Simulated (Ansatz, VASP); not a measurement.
**CoO in VASP and in Ansatz**

```
CELL_PARAMETERS angstrom
1.52528 0.88062 2.47203
-1.52528 0.88062 2.47203
0.00000 -1.76124 2.47203
ATOMIC_POSITIONS crystal
Co 0.00000 0.00000 0.00000
O 0.50000 0.50000 0.50000
```

Change from the starting cell: volume scaled by 1.04.

Alike in both runs: task single point; functional LDA; k mesh 11 × 11 × 11; occupations fermi-dirac, width 0.05 eV; collinear spin.

|  | VASP | Ansatz |
| --- | --- | --- |
| version | VASP 6.6.1 | Ansatz 0.2.0 |
| potentials or method | VASP PAW LDA potentials, release 64 (Co, O), cutoff 520 eV | all-electron LAPW, scalar-relativistic |

```tsv
	VASP	Ansatz	Ansatz less VASP
gap on the k mesh at the Fermi level (eV)	none	none	-
pressure (GPa)	-23.8	-22.6	+1.22
net moment per atom (μB)	1.42	1.47	+0.051
size of the moment on the site where the two differ most (μB)	2.47	2.57	+0.097
```

Site moments also hang on the region over which each program counts them. A gap of «none» marks a metal or a gap that the smearing closes. Ansatz ran all-electron here, so the differences hold the error of VASP's frozen core and of both bases.

Caveats: a cell with one magnetic atom can't hold antiferromagnetic order, which such compounds often take; semilocal functionals often make such compounds metallic where correlation or magnetic order opens a gap, which also shifts bond lengths; so large a pressure means that the cell lies far from this level's equilibrium, or that cutoff or potentials fall short (VASP).
